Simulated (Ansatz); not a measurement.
# TaN: the cost of one run

Computed with Ansatz 0.2.0 (DFT PBEsol, scalar-relativistic, plane waves, PAW, unless a step's input says otherwise).

1 further run of the same task is left out (set aside as unsound or not needed). Runs told in other sessions of the task aren't counted.

### 1 Starting point

It takes space group P6/mmm (No. 191, hexagonal). Conventional cell: a = 5.205 Å, b = 5.205 Å, c = 2.904 Å, α = 90.00°, β = 90.00°, γ = 120.00°. Ta (site symmetry 6/mmm) is surrounded by 6 N at 2.60 Å and 2 Ta at 2.90 Å. Around Ta (site symmetry -6m2) lie 6 N at 2.09 Å. N (site symmetry mmm) is surrounded by 6 Ta at 2.09 to 2.60 Å.

Structure file:

```
CELL_PARAMETERS angstrom
5.20509 0.00000 0.00000
-2.60254 4.50774 0.00000
0.00000 0.00000 2.90359
ATOMIC_POSITIONS crystal
Ta 0.00000 0.00000 0.00000
Ta 0.33333 0.66667 0.50000
Ta 0.66667 0.33333 0.50000
N 0.50000 0.00000 0.00000
N 0.50000 0.50000 0.00000
N 0.00000 0.50000 0.00000
```

This cell was relaxed beforehand with the same method: volume 11.35 Å³/atom, gap on the mesh none (metal).

### 2 The reference cell

Reference values: F = -30560.2592 eV; pressure -0.01 GPa; largest force 0.000 eV/Å; gap on the mesh none (metal). It was computed beforehand with the settings of the runs below.

### 3 Setting up a one-atom displacement scan

Atom 2 (Ta) is moved by x along the Cartesian unit vector (0.000, 0.000, -1.000); the cell and all other atoms stay fixed. Forces below are components along that vector, summed over the moved atoms. In a periodic cell its images move with it.

### 4 At x = -0.450 Å

The input, input.yaml:

```yaml
crystal:
  lattice:
    - [5.2050894145, 0.0, 0.0]
    - [-2.6025447072, 4.5077396619, 0.0]
    - [0.0, 0.0, 2.9035873904]
  atoms:
    - { symbol: Ta, position: [0.0, 0.0, 0.0] }
    - { symbol: Ta, position: [0.3333333333, 0.6666666667, 0.6549806978] }
    - { symbol: Ta, position: [0.6666666667, 0.3333333333, 0.5] }
    - { symbol: "N", position: [0.5, 0.0, 0.0] }
    - { symbol: "N", position: [0.5, 0.5, 0.0] }
    - { symbol: "N", position: [0.0, 0.5, 0.0] }
basis:
  ecutwfc: 420
kpoints:
  mp_grid: { grid: [12, 12, 16] }
hamiltonian:
  xc: pbesol
scf:
  occupations: { method: gaussian, width: 0.15 }
output:
  forces: true
  stress: true
  eigenvalues: true
```

Launch:

```
$ ansatz run input.yaml --threads 1 --pin off --max-ram 2560MiB --backend cpu --events-out ev --progress --plain --runs-dir out
```

Q: Estimate wall time and peak memory on 1 thread of Arm Neoverse V2, shared host.

About 41 s, with a peak of 0.63 GiB.
